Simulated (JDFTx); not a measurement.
Na2S under changes of volume

One of the cells (23.385 Å³/atom); the others are scaled copies at fixed shape and fractional positions:

```
S Na
1.0
     0.00000    3.27350    3.27350
     3.27350    0.00000    3.27350
     3.27350    3.27350    0.00000
S Na
1 2
Cartesian
  0.0000 0.0000 0.0000
  4.9102 4.9102 4.9102
  1.6367 1.6367 1.6367
```

* Program: JDFTx 1.7.0 (patched build)
* Functional: PBEsol
* Potentials or basis: PseudoDojo-SR-PBEsol-0.4.1-standard with smoothed tails
* Cutoff: 1197 eV
* Density cutoff: 9578 eV
* k mesh: 7 × 7 × 7
* Occupations: fermi-dirac, width 0.05 eV
* Spin: no spin polarisation

```tsv
volume (Å³/atom)	energy over the lowest point (meV/atom)	pressure (GPa)	gap on the mesh (eV)
21.982	3.85	1.4	2.56
22.450	0.95	0.6	2.49
22.918	0.00	0.0	2.42
23.385	0.81	-0.6	2.36
23.853	3.20	-1.1	2.30
24.321	7.01	-1.5	2.24
24.789	?	?	?
```

What does the run at 24.789 Å³/atom give?

Energy over the lowest point 12.09 meV/atom; pressure -1.9 GPa; gap on the mesh 2.18 eV.

Worked out: A Birch-Murnaghan fit of order 3 (a polynomial in V^(-2/3)) to the other rows has its minimum at 22.93 Å³/atom with B0 = V·E''(V) = 29 GPa and B' = 4.2. It gives 12.10 meV/atom at 24.789 Å³/atom, against the run's 12.09, and -dE/dV = -1.9 GPa, against -1.9. A straight line through the other rows of the gap, of slope -3.15 eV per unit of ln V (its deformation potential), extrapolates to 2.18 eV, against the run's 2.18.

Energies are extrapolated to zero smearing.
